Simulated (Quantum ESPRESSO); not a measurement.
# TaN (P-6m2) in Quantum ESPRESSO: reference runs, part 2 of 2

Quantum ESPRESSO 7.5. Earlier steps stand in the parts before.

## 3. Single point, PBE (atoms moved at random, drawn with an rms of 0.05 Å)

pw.in

```
&CONTROL
  calculation = 'scf'
  prefix = 'pwscf'
  outdir = './tmp'
  pseudo_dir = './pseudo'
  tprnfor = .true.
  tstress = .true.
  disk_io = 'nowf'
/
&SYSTEM
  ibrav = 0
  nat = 2
  ntyp = 2
  ecutwfc = 60
  ecutrho = 480
  nbnd = 15
  occupations = 'smearing'
  smearing = 'fd'
  degauss = 0.00367493
/
&ELECTRONS
  conv_thr = 4d-10
  electron_maxstep = 120
  mixing_beta = 0.5
/
ATOMIC_SPECIES
Ta   180.9479 Ta_pbe_v1.uspp.F.UPF
N     14.0070 N.pbe-n-radius_5.UPF
CELL_PARAMETERS angstrom
   2.9380011100    0.0000000000    0.0000000000
  -1.4690005500    2.5443836000    0.0000000000
   0.0000000000    0.0000000000    2.8830022100
ATOMIC_POSITIONS crystal
Ta     0.3447780000    0.6749950000    0.4832640000
N     -0.0141120000    0.0054730000    0.0058730000
K_POINTS automatic
10 10 9 0 0 0
```

Potentials or basis: SSSP 1.3 efficiency PBE.

The run is started by

```
$ OMP_NUM_THREADS=1 pw.x -in pw.in > pw.out
```

pw.out:

```text
This program is part of the open-source Quantum ESPRESSO suite
     for quantum simulation of materials; please cite
[... 6 lines left out ...]
     --------------------
     sticks:   dense  smooth     PW     G-vecs:    dense   smooth      PW
     Sum        1027     511    163                25855     9153    1557

     Using Slab Decomposition

     bravais-lattice index     =            0
     lattice parameter (alat)  =       5.5520  a.u.
     unit-cell volume          =     145.4374 (a.u.)^3
     number of atoms/cell      =            2
     number of atomic types    =            2
     number of electrons       =        18.00
     number of Kohn-Sham states=           15
     kinetic-energy cutoff     =      60.0000  Ry
     charge density cutoff     =     480.0000  Ry
     scf convergence threshold =      4.0E-10
     mixing beta               =       0.5000
     number of iterations used =            8  plain     mixing
     Exchange-correlation= PBE
                           (   1   4   3   4   0   0   0)

     celldm(1)=   5.552017  celldm(2)=   0.000000  celldm(3)=   0.000000
     celldm(4)=   0.000000  celldm(5)=   0.000000  celldm(6)=   0.000000

     crystal axes: (cart. coord. in units of alat)
               a(1) = (   1.000000   0.000000   0.000000 )
               a(2) = (  -0.500000   0.866025   0.000000 )
               a(3) = (   0.000000   0.000000   0.981280 )

     reciprocal axes: (cart. coord. in units 2 pi/alat)
               b(1) = (  1.000000  0.577350 -0.000000 )
               b(2) = (  0.000000  1.154701  0.000000 )
               b(3) = (  0.000000 -0.000000  1.019077 )

     PseudoPot. # 1 for Ta read from file:
     Ta_pbe_v1.uspp.F.UPF
     Pseudo is Ultrasoft + core correction, Zval = 13.0
     Generated by new atomic code, or converted to UPF format
     Using radial grid of  921 points,  7 beta functions with:
                l(1) =   0
                l(2) =   0
                l(3) =   1
                l(4) =   1
                l(5) =   2
                l(6) =   2
                l(7) =   3
     Q(r) pseudized with  6 coefficients,  rinner =    1.300   1.300   1.300
                                                       1.300   1.300   1.300
                                                       1.300

     PseudoPot. # 2 for N  read from file:
     N.pbe-n-radius_5.UPF
     Pseudo is Ultrasoft + core correction, Zval =  5.0
     Generated using "atomic" code by A. Dal Corso  v.5.1
     Using radial grid of 1085 points,  4 beta functions with:
                l(1) =   0
                l(2) =   0
                l(3) =   1
                l(4) =   1
     Q(r) pseudized with 0 coefficients

     atomic species   valence    mass     pseudopotential
     Ta               13.00   180.94790     Ta( 1.00)
     N                 5.00    14.00700     N ( 1.00)

     No symmetry found

   Cartesian axes

     site n.     atom                  positions (alat units)
         1        Ta     tau(   1) = (   0.0072805   0.5845628   0.4742174  )
         2        N      tau(   2) = (  -0.0168485   0.0047398   0.0057631  )

     number of k points=   452  Fermi-Dirac smearing, width (Ry)=  0.0037

     Number of k-points >= 100: set verbosity='high' to print them.

     Dense  grid:    25855 G-vectors     FFT dimensions: (  40,  40,  40)

     Smooth grid:     9153 G-vectors     FFT dimensions: (  27,  27,  27)

     Initial potential from superposition of free atoms

     starting charge      17.9989, renormalised to      18.0000

     negative rho (up, down):  9.392E-02 0.000E+00
     Starting wfcs are   17 randomized atomic wfcs

     Self-consistent Calculation

     iteration #  1     ecut=    60.00 Ry     beta= 0.50
     Davidson diagonalization with overlap
     ethr =  1.00E-02,  avg # of iterations =  3.1

     negative rho (up, down):  9.668E-02 0.000E+00

     total energy              =    -162.08164281 Ry
     estimated scf accuracy    <       0.40693906 Ry

     iteration #  2     ecut=    60.00 Ry     beta= 0.50
     Davidson diagonalization with overlap
     ethr =  2.26E-03,  avg # of iterations =  2.0

     negative rho (up, down):  9.786E-02 0.000E+00

     total energy              =    -162.19632567 Ry
     estimated scf accuracy    <       0.22480995 Ry

     iteration #  3     ecut=    60.00 Ry     beta= 0.50
     Davidson diagonalization with overlap
     ethr =  1.25E-03,  avg # of iterations =  1.0

     negative rho (up, down):  9.985E-02 0.000E+00

     total energy              =    -162.23734993 Ry
     estimated scf accuracy    <       0.00287242 Ry

     iteration #  4     ecut=    60.00 Ry     beta= 0.50
     Davidson diagonalization with overlap
     ethr =  1.60E-05,  avg # of iterations =  3.3

     negative rho (up, down):  1.002E-01 0.000E+00

     total energy              =    -162.23788876 Ry
     estimated scf accuracy    <       0.00008146 Ry

     iteration #  5     ecut=    60.00 Ry     beta= 0.50
     Davidson diagonalization with overlap
     ethr =  4.53E-07,  avg # of iterations =  2.9

     negative rho (up, down):  1.003E-01 0.000E+00

     total energy              =    -162.23789721 Ry
     estimated scf accuracy    <       0.00001314 Ry

     iteration #  6     ecut=    60.00 Ry     beta= 0.50
     Davidson diagonalization with overlap
     ethr =  7.30E-08,  avg # of iterations =  2.0

     negative rho (up, down):  1.003E-01 0.000E+00

     total energy              =    -162.23789910 Ry
     estimated scf accuracy    <       0.00000023 Ry

     iteration #  7     ecut=    60.00 Ry     beta= 0.50
     Davidson diagonalization with overlap
     ethr =  1.27E-09,  avg # of iterations =  2.1

     negative rho (up, down):  1.003E-01 0.000E+00

     total energy              =    -162.23789913 Ry
     estimated scf accuracy    <       0.00000003 Ry

     iteration #  8     ecut=    60.00 Ry     beta= 0.50
     Davidson diagonalization with overlap
     ethr =  1.60E-10,  avg # of iterations =  2.0

     negative rho (up, down):  1.003E-01 0.000E+00

     total energy              =    -162.23789914 Ry
     estimated scf accuracy    <          7.5E-10 Ry

     iteration #  9     ecut=    60.00 Ry     beta= 0.50
     Davidson diagonalization with overlap
     ethr =  4.19E-12,  avg # of iterations =  2.3

     negative rho (up, down):  1.003E-01 0.000E+00

     End of self-consistent calculation

     Number of k-points >= 100: set verbosity='high' to print the bands.

     the Fermi energy is    20.2776 ev

!    total energy              =    -162.23789914 Ry
     estimated scf accuracy    <          3.3E-11 Ry
     smearing contrib. (-TS)   =      -0.00002940 Ry
     internal energy E=F+TS    =    -162.23786974 Ry

     The total energy is F=E-TS. E is the sum of the following terms:
     one-electron contribution =      -6.56690328 Ry
     hartree contribution      =      15.14907417 Ry
     xc contribution           =     -47.85052318 Ry
     ewald contribution        =    -122.96951746 Ry

     convergence has been achieved in   9 iterations

     negative rho (up, down):  1.003E-01 0.000E+00

     Forces acting on atoms (cartesian axes, Ry/au):

     atom    1 type  1   force =    -0.03710540   -0.00525930    0.03716897
     atom    2 type  2   force =     0.03710540    0.00525930   -0.03716897

     Total force =     0.074646     Total SCF correction =     0.000001

     Computing stress (Cartesian axis) and pressure

     negative rho (up, down):  1.003E-01 0.000E+00
          total   stress  (Ry/bohr**3)                   (kbar)     P=       59.84
   0.00038574   0.00008104  -0.00011703           56.74       11.92      -17.22
   0.00008104   0.00033555  -0.00002092           11.92       49.36       -3.08
  -0.00011703  -0.00002092   0.00049911          -17.22       -3.08       73.42

=------------------------------------------------------------------------------=
   JOB DONE.
=------------------------------------------------------------------------------=
```

Run time: 1.9 min. Hardware: 1 thread of Arm Neoverse V1, shared host; peak memory 0.31 GiB.

What came out:

- Free energy: -2207.3591 eV
- Pressure: 6.0 GPa
- Largest force: 1.357 eV/Å
- Band gap on the k mesh: none (metal or under the smearing width)

Forces in eV/Å, atoms in the order of the input:
```
Ta  -0.954 -0.135  0.956
N    0.954  0.135 -0.956
```

The run has no spin-orbit coupling, so splittings on Ta are missing.
